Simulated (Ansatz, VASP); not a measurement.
WC (Qusongite): VASP beside Ansatz

```
W C
1.0
     2.90650    0.00000    0.00000
    -1.45325    2.51710    0.00000
     0.00000    0.00000    2.83660
W C
1 1
Direct
  0.00000 0.00000 0.00000
  0.66667 0.33333 0.50000
```

Alike in both runs: task single point; functional PBE; k mesh 10 × 10 × 9; occupations gaussian, width 0.026 eV; no spin polarisation.

|  | VASP | Ansatz |
| --- | --- | --- |
| version | VASP 6.6.1 | Ansatz 0.2.0 |
| potentials or method | VASP PAW PBE potentials, release 64 (W_sv, C) | Ansatz PAW |
| plane-wave cutoff (eV) | 520 | 420 |
| valence electrons in the cell | 18 | 18 |

|  | VASP | Ansatz | Ansatz less VASP |
| --- | --- | --- | --- |
| gap on the k mesh at the Fermi level (eV) | none | none | - |
| pressure (GPa) | 6.7 | 5.6 | -1.13 |
| largest component of the traceless stress (GPa) | 0.44 | 0.62 | +0.184 |

A gap of «none» marks a metal or a gap that the smearing closes.

Caveats: the pressure holds a Pulay correction of +0.3 GPa for the finite cutoff (Ansatz). The runs have no spin-orbit coupling, so splittings on W are missing.
